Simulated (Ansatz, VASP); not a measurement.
## One calculation of La2O, two programs

```
La O
1.0
     6.70851    0.00000    0.00000
     0.00000    6.70851    0.00000
     0.00000    0.00000    3.74249
La O
4 2
Direct
  0.81497 0.31497 0.50000
  0.18503 0.68503 0.50000
  0.68503 0.81497 0.50000
  0.31497 0.18503 0.50000
  0.00000 0.00000 0.50000
  0.50000 0.50000 0.50000
```

Alike in both runs: functional PBE; k mesh 4 × 4 × 6; occupations gaussian, width 0.1 eV; no spin polarisation.

Ansatz relaxed the structure, and its values are those at the end. VASP's run is a single point on that final structure, the one shown.

|  | VASP | Ansatz |
| --- | --- | --- |
| version | VASP 6.6.1 | Ansatz 0.2.0 |
| potentials or method | VASP PAW PBE potentials, release 64 (La, O) | scalar-relativistic, plane waves, PAW |
| plane-wave cutoff (eV) | 520 | 420 |
| valence electrons in the cell | 56 | 56 |

|  | VASP | Ansatz | Ansatz less VASP |
| --- | --- | --- | --- |
| gap on the k mesh at the Fermi level (eV) | none | none | - |
| pressure (GPa) | -0.1 | 0.0 | +0.07 |
| rms of the force components (eV/Å) | 0.014 | 0.014 | -0.0001 |

A gap of «none» marks a metal or a gap that the smearing closes. With one functional, cell and mesh, what is left measures potentials, basis and numerics.

The runs have no spin-orbit coupling, so splittings on La are missing.
